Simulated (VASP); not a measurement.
# Al (Fm-3m) in VASP: further runs

Runs on Al. Level: LDA. Tasks: relaxation of cell and atoms.

Everything below comes from runs of VASP 6.6.1. Logs are shortened: lines on timing, memory, paths and dates and some standing lists are left out, and cuts for length are marked.

## (1) The structure

The structure is cubic, space group Fm-3m (No. 225). Conventional cell: a = 4.050 Å, b = 4.050 Å, c = 4.050 Å, α = 90.00°, β = 90.00°, γ = 90.00°. Al (site symmetry m-3m) is surrounded by 12 Al at 2.86 Å.

## (2) Relaxation of cell and atoms, LDA

Input file INCAR:

```
SYSTEM = Al
PREC = Accurate
ENCUT = 520
EDIFF = 1E-7
ISMEAR = 0
SIGMA = 0.1
LREAL = .False.
LASPH = .True.
NELM = 60
ALGO = Fast
ISIF = 3
LWAVE = .False.
LCHARG = .False.
IBRION = 2
NSW = 80
EDIFFG = -0.002
```

Input file KPOINTS:

```
Automatic mesh
0
Gamma
  18 18 18
  0 0 0
```

Input file POSCAR:

```
Al
1.0
    0.0000000000      2.0248050000      2.0248050000
    2.0248050000      0.0000000000      2.0248050000
    2.0248050000      2.0248050000      0.0000000000
Al
1
Direct
    0.0000000000      0.0000000000      0.0000000000
```

Potentials or basis: VASP PAW LDA potentials, release 64 (Al).

On the command line:

```console
> cat potpaw_LDA.64/Al/POTCAR > POTCAR
> mpirun -np 1 vasp_std > vasp.out
```

OUTCAR:

```text
SYSTEM = Al
   PREC = Accurate
   ENCUT = 520
   EDIFF = 1E-7
   ISMEAR = 0
   LREAL = .False.
   LASPH = .True.
   NELM = 60
   ISIF = 3
   IBRION = 2
   NSW = 80
   EDIFFG = -0.002

 ion  position               nearest neighbor table
   1  0.000  0.000  0.000-

  LATTYP: Found a face centered cubic cell.
 ALAT       =     4.0496100000

  Lattice vectors:

 A1 = (   0.0000000000,   2.0248050000,   2.0248050000)
 A2 = (   2.0248050000,   0.0000000000,   2.0248050000)
 A3 = (   2.0248050000,   2.0248050000,   0.0000000000)

Analysis of symmetry for initial positions (statically):
=====================================================================
 Subroutine PRICEL returns:
 Original cell was already a primitive cell.

 Routine SETGRP: Setting up the symmetry group for a
 face centered cubic supercell.

 Subroutine GETGRP returns: Found 48 space group operations
 (whereof 48 operations were pure point group operations)
 out of a pool of 48 trial point group operations.

The static configuration has the point symmetry O_h .

Analysis of symmetry for dynamics (positions and initial velocities):
=====================================================================
 Subroutine PRICEL returns:
 Original cell was already a primitive cell.

 Routine SETGRP: Setting up the symmetry group for a
 face centered cubic supercell.

 Subroutine GETGRP returns: Found 48 space group operations
 (whereof 48 operations were pure point group operations)
 out of a pool of 48 trial point group operations.

The dynamic configuration has the point symmetry O_h .

 Subroutine INISYM returns: Found 48 space group operations
 (whereof 48 operations are pure point group operations),
 and found     1 'primitive' translations

----------------------------------------------------------------------------------------

                                     Primitive cell

  volume of cell :      16.6027

  direct lattice vectors                    reciprocal lattice vectors
     0.000000000  2.024805000  2.024805000    -0.246937359  0.246937359  0.246937359
     2.024805000  0.000000000  2.024805000     0.246937359 -0.246937359  0.246937359
     2.024805000  2.024805000  0.000000000     0.246937359  0.246937359 -0.246937359

  length of vectors
     2.863506692  2.863506692  2.863506692     0.427708053  0.427708053  0.427708053

  position of ions in fractional coordinates (direct lattice)
     0.000000000  0.000000000  0.000000000

  ion indices of the primitive-cell ions
   primitive index   ion index
                 1           1

----------------------------------------------------------------------------------------

 KPOINTS: Automatic mesh

Automatic generation of k-mesh.
 Grid dimensions read from file:
 generate k-points for:   18   18   18

 Generating k-lattice:

  Cartesian coordinates                     Fractional coordinates (reciprocal lattice)
    -0.013718742  0.013718742  0.013718742     0.055555556  0.000000000  0.000000000
     0.013718742 -0.013718742  0.013718742     0.000000000  0.055555556  0.000000000
     0.013718742  0.013718742 -0.013718742     0.000000000  0.000000000  0.055555556

  Length of vectors
     0.023761558  0.023761558  0.023761558

  Shift w.r.t. Gamma in fractional coordinates (k-lattice)
     0.000000000  0.000000000  0.000000000

 Subroutine IBZKPT returns following result:
 ===========================================

 Found    195 irreducible k-points:

 Following reciprocal coordinates:
            Coordinates               Weight
  0.000000  0.000000  0.000000      1.000000
  0.055556  0.000000  0.000000      8.000000
  0.111111  0.000000  0.000000      8.000000
  0.166667  0.000000  0.000000      8.000000
  0.222222  0.000000  0.000000      8.000000
  0.277778  0.000000  0.000000      8.000000
[... 16 lines left out ...]
 -0.277778  0.055556  0.000000     24.000000
 -0.222222  0.055556  0.000000     24.000000
 [... further k-points ...]
   k-points           NKPTS =    195   k-points in BZ     NKDIM =    195   number of bands    NBANDS=      5
   number of dos      NEDOS =    301   number of ions     NIONS =      1
   total plane-waves  NPLWV =  13824
   dimension x,y,z NGX =    24 NGY =   24 NGZ =   24
   dimension x,y,z NGXF=    48 NGYF=   48 NGZF=   48
   ions per type =               1
   NGX,Y,Z   is equivalent  to a cutoff of  13.93, 13.93, 13.93 a.u.
   NGXF,Y,Z  is equivalent  to a cutoff of  27.87, 27.87, 27.87 a.u.
 SYSTEM =  Al
   PREC   = accura    normal or accurate (medium, high low for compatibility)
   ISTART =      0    job   : 0-new  1-cont  2-samecut
   ICHARG =      2    charge: 1-file 2-atom 10-const
   ISPIN  =      1    spin polarized calculation?
   LNONCOLLINEAR =      F non collinear calculations
   LSORBIT =      F    spin-orbit coupling
   LASPH  =      T    aspherical Exc in radial PAW
   ENCUT  =  520.0 eV  38.22 Ry    6.18 a.u.   5.32  5.32  5.32*2*pi/ulx,y,z
   NELM   =     60;   NELMIN=  2; NELMDL= -5     # of ELM steps
   EDIFF  = 0.1E-06   stopping-criterion for ELM
   LREAL  =      F    real-space projection
   EDIFFG = -.2E-02   stopping-criterion for IOM
   NSW    =     80    number of steps for IOM
   IBRION =      2    ionic relax: 0-MD 1-quasi-New 2-CG
   NFREE  =      1    steps in history (QN), initial steepest desc. (CG)
   ISIF   =      3    stress and relaxation
   ISYM   =      2    0-nonsym 1-usesym 2-fastsym
   POTIM  = 0.5000    time-step for ionic-motion
   TEBEG  =    0.0;   TEEND  =   0.0 temperature during run
   PSTRESS=    0.0 pullay stress
   NELECT =       3.0000    total number of electrons
   NUPDOWN=      -1.0000    fix difference up-down
   EMIN   =  10.00;   EMAX   =-10.00  energy-range for DOS
   EFERMI =   0.00;   METHOD = LEGACY
   ISMEAR =     0;   SIGMA  =   0.10  broadening in eV -4-tet -1-fermi 0-gaus
   EFERMI_NEDOS =   21; number of points for ismear=-14 and -15
   IALGO  =     68    algorithm
   IMIX   =      4    mixing-type and parameters
     AMIX     =   0.40;   BMIX     =  1.00
     AMIX_MAG =   1.60;   BMIX_MAG =  1.00
  volume/ion in A,a.u.               =      16.60       112.04
  Fermi-wavevector in a.u.,A,eV,Ry     =   0.925526  1.748991 11.654733  0.856599
  Thomas-Fermi vector in A             =   2.051390
   LORBIT       =      0    0 simple, 1 ext, 2 COOP (PROOUT), +10 PAW based schemes
   GGA     = CA    functional components
   LHFCALC =     F    Hartree Fock is set to
   AEXX    =    0.0000 exact exchange contribution
   IVDW    =     0    specifies the selected vdW correction
   LEPSILON=     F    determine dielectric tensor
   LRPA    =     F    only Hartree local field effects (RPA)
 conjugate gradient relaxation of ions
 non-spin polarized calculation
 RMM-DIIS sequential band-by-band and
 Gauss-broadening in eV      SIGMA  =   0.10
  energy-cutoff  :      520.00
  volume of cell :       16.60
 maximum number of plane-waves:       459
 NGX is ok and might be reduce to    24
   NGX = 11   NGY = 11   NGZ = 11

--------------------------------------- Ionic step        1  -------------------------------------------

 number of electron       3.0000000 magnetization

 Free energy of the ion-electron system (eV)
  ---------------------------------------------------
  ext. energy  EPLUGINS =         0.00000000
  ---------------------------------------------------
  free energy    TOTEN  =        -4.18099721 eV

  energy without entropy =       -4.17833878  energy(sigma->0) =       -4.17966800

------------------------ aborting loop because EDIFF is reached ----------------------------------------

  FORCE on cell =-STRESS in cart. coord.  units (eV):
  Direction    XX          YY          ZZ          XY          YZ          ZX
  --------------------------------------------------------------------------------------
  -------------------------------------------------------------------------------------
  Total       -0.3727601     -0.3727601     -0.3727601      0.0000000      0.0000000      0.0000000
  in kB      -35.9716528    -35.9716528    -35.9716528      0.0000000      0.0000000      0.0000000
  external PRESSURE =     -35.9716528 kB  Pullay stress =       0.0000000 kB

 VOLUME and BASIS-vectors are now :
 -----------------------------------------------------------------------------
  energy-cutoff  :      520.00
  volume of cell :       16.60
      direct lattice vectors                 reciprocal lattice vectors
     0.000000000  2.024805000  2.024805000    -0.246937359  0.246937359  0.246937359
     2.024805000  0.000000000  2.024805000     0.246937359 -0.246937359  0.246937359
     2.024805000  2.024805000  0.000000000     0.246937359  0.246937359 -0.246937359
[... 36 lines left out ...]
 POSITION                                       TOTAL-FORCE (eV/Angst)
 -----------------------------------------------------------------------------------
      3.97679      3.97679      3.97679        -0.000000     -0.000000     -0.000000
 -----------------------------------------------------------------------------------
    total drift:                               -0.000000      0.000000      0.000000

  FREE ENERGIE OF THE ION-ELECTRON SYSTEM (eV)
  ---------------------------------------------------
  free  energy   TOTEN  =        -4.1900398283 eV

  energy  without entropy=       -4.1870563497  energy(sigma->0) =       -4.18854809

--------------------------------------- Ionic step        3  -------------------------------------------

 number of electron       3.0000000 magnetization

 Free energy of the ion-electron system (eV)
  ---------------------------------------------------
  ext. energy  EPLUGINS =         0.00000000
  ---------------------------------------------------
  free energy    TOTEN  =        -4.19018687 eV

  energy without entropy =       -4.18719890  energy(sigma->0) =       -4.18869288

 E-fermi :   8.2281     XC(G=0): -10.5009

 val. band max:        8.2104060402   @ k =  -0.2778   0.2778   0.0556
 cond. band min:       8.2353524793   @ k =  -0.4444   0.3333   0.1111
 fundamental gap:      0.0249464390
 Fermi energy:         8.2280854189

 k-point     1 :       0.0000    0.0000    0.0000
  band No.  band energies     occupation
      1      -3.1575      2.00000
      2      21.0385      0.00000
      3      21.0385      0.00000
      4      21.0385      0.00000
      5      22.6870      0.00000

 k-point     2 :       0.0556    0.0000    0.0000
  band No.  band energies     occupation
      1      -3.0714      2.00000
      2      19.5350      0.00000
      3      20.7438      0.00000
      4      20.7438      0.00000
      5      23.1147      0.00000

 k-point     3 :       0.1111    0.0000    0.0000
  band No.  band energies     occupation
      1      -2.8135      2.00000
      2      17.2840      0.00000
      3      20.2424      0.00000
      4      20.2424      0.00000
      5      23.3450      0.00000
[... 153 lines left out ...]
 k-point    23 :      -0.2778    0.0556    0.0000
  band No.  band energies     occupation
      1      -0.6551      2.00000
      2      10.1056      0.00000
      3      17.5489      0.00000
      4      20.4686      0.00000
      5      21.3654      0.00000

 k-point    24 :      -0.2222    0.0556    0.0000
  band No.  band energies     occupation
      1      -1.4747      2.00000
      2      12.1536      0.00000
      3      17.7128      0.00000
      4      20.6052      0.00000
      5      22.3737      0.00000

 [... further k-points ...]

------------------------ aborting loop because EDIFF is reached ----------------------------------------

  FORCE on cell =-STRESS in cart. coord.  units (eV):
  Direction    XX          YY          ZZ          XY          YZ          ZX
  --------------------------------------------------------------------------------------
  -------------------------------------------------------------------------------------
  Total        0.0000142      0.0000142      0.0000142     -0.0000000     -0.0000000      0.0000000
  in kB        0.0014415      0.0014415      0.0014415     -0.0000000     -0.0000000      0.0000000
  external PRESSURE =       0.0014415 kB  Pullay stress =       0.0000000 kB

 VOLUME and BASIS-vectors are now :
 -----------------------------------------------------------------------------
  energy-cutoff  :      520.00
  volume of cell :       15.82
      direct lattice vectors                 reciprocal lattice vectors
     0.000000000  1.992360726  1.992360726    -0.250958571  0.250958571  0.250958571
     1.992360726  0.000000000  1.992360726     0.250958571 -0.250958571  0.250958571
     1.992360726  1.992360726  0.000000000     0.250958571  0.250958571 -0.250958571

 POSITION                                       TOTAL-FORCE (eV/Angst)
 -----------------------------------------------------------------------------------
      0.00000      0.00000      0.00000        -0.000000     -0.000000     -0.000000
 -----------------------------------------------------------------------------------
    total drift:                                0.000000     -0.000000     -0.000000

  FREE ENERGIE OF THE ION-ELECTRON SYSTEM (eV)
  ---------------------------------------------------
  free  energy   TOTEN  =        -4.1901868670 eV

  energy  without entropy=       -4.1871989027  energy(sigma->0) =       -4.18869288

 reached required accuracy - stopping structural energy minimisation
```

Run time: 8.3 s. Hardware: 1 thread of Intel Xeon 6975P-C (Granite Rapids), shared host; peak memory 0.13 GiB.

What came out:

| Quantity | Value |
| --- | --- |
| Free energy | -4.1902 eV |
| Relaxed volume | 15.82 Å³/atom |
| Relaxed cell | a = 2.818 Å, b = 2.818 Å, c = 2.818 Å, α = 60.00°, β = 60.00°, γ = 60.00° |
| Space group after relaxing (to 0.05 Å) | Fm-3m (No. 225) |
| Energy gained by relaxing | 9.2 meV/atom |
| Ionic steps | 3 |
| Pressure after relaxing | 0.0 GPa |
| Band gap on the k mesh | none (metal or under the smearing width) |

Step by step:
| step | energy change (eV) | largest force (eV/Å) | pressure (GPa) | volume (Å³) |
| --- | --- | --- | --- | --- |
| 1 | 0.0000 | 0.0000 | -3.60 | 16.60 |
| 2 | -0.0090 | 0.0000 | 0.50 | 15.72 |
| 3 | -0.0092 | 0.0000 | 0.00 | 15.82 |

Final structure:
```
Al
1.0
     0.00000    1.99236    1.99236
     1.99236    0.00000    1.99236
     1.99236    1.99236    0.00000
Al
1
Direct
  0.00000 0.00000 0.00000
```

Levels at points of the mesh, in eV from the Fermi level:
| k point | band 1 | band 2 | band 3 | band 4 | band 5 |
| --- | --- | --- | --- | --- | --- |
| (0.00, 0.00, 0.00) | -11.39 | 12.81 | 12.81 | 12.81 | 14.46 |
| (0.50, 0.00, 0.00) | -4.71 | -4.44 | 11.64 | 11.70 | 11.70 |
| (0.50, 0.50, 0.00) | -2.99 | -1.61 | 5.31 | 5.74 | 5.74 |

LDA usually gives volumes a few per cent too small. Zero-point motion and thermal expansion aren't in these numbers.

## (3) Relaxation of cell and atoms, LDA

This run uses another cell than the first one, of 15.82 Å³/atom, 0.953 times its volume.

INCAR is that of step 2.

KPOINTS is that of step 2.

Input file POSCAR:

```
Al                                      
1.0
    0.0000000000      1.9923607260      1.9923607260
    1.9923607260      0.0000000000      1.9923607260
    1.9923607260      1.9923607260      0.0000000000
  Al            
     1
Direct
     0.0000000000000000    0.0000000000000000    0.0000000000000000
```

Potentials or basis: VASP PAW LDA potentials, release 64 (Al).

On the command line:

```console
> cat potpaw_LDA.64/Al/POTCAR > POTCAR
> mpirun -np 1 vasp_std > vasp.out
```

Run time: 4.4 s. Hardware: 1 thread of Intel Xeon 6975P-C (Granite Rapids), shared host; peak memory 0.13 GiB.

Results (log left out):

```
Free energy             : -4.1902 eV
Pressure after relaxing : 0.0 GPa
Band gap on the k mesh  : none (metal or under the smearing width)
```

Final structure:
```
Al
1.0
     0.00000    1.99236    1.99236
     1.99236    0.00000    1.99236
     1.99236    1.99236    0.00000
Al
1
Direct
  0.00000 0.00000 0.00000
```

Levels at points of the mesh, in eV from the Fermi level:
```tsv
k point	band 1	band 2	band 3	band 4
(0.00, 0.00, 0.00)	-11.39	12.81	12.81	12.81
(0.50, 0.00, 0.00)	-4.71	-4.44	11.64	11.64
(0.50, 0.50, 0.00)	-2.99	-1.61	5.31	5.74
```

Caveat: the relaxation stopped at its first step, so nothing moved.
